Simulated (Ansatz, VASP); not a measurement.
One calculation of Ge, two programs

```xyz
2
Lattice="0.0000 2.8660 2.8660 2.8660 0.0000 2.8660 2.8660 2.8660 0.0000" Properties=species:S:1:pos:R:3 pbc="T T T"
Ge    2.8660    2.8660    2.8660
Ge    4.2990    4.2990    4.2990
```

Change from the starting cell: volume scaled by 1.04, PAW files.

Alike in both runs: task electric field gradients; functional LDA; k mesh 10 × 10 × 10; occupations fermi-dirac, width 0.05 eV; no spin polarisation.

|  | VASP | Ansatz |
| --- | --- | --- |
| version | VASP 6.6.1 | Ansatz 0.2.0 |
| potentials or method | VASP PAW LDA potentials, release 64 (Ge_d) | PAW with Ansatz's default frozen-core files, scalar-relativistic |
| plane-wave cutoff (eV) | 520 | 420 |
| valence electrons in the cell | 28 | 28 |

Ansatz gave:

* pressure (GPa): -3.6
* Vzz of the field gradient on the site that differs most (V/Å²): 0.0

Estimate VASP's values.

pressure (GPa): -3.5; Vzz of the field gradient on the site that differs most (V/Å²): 0.0.
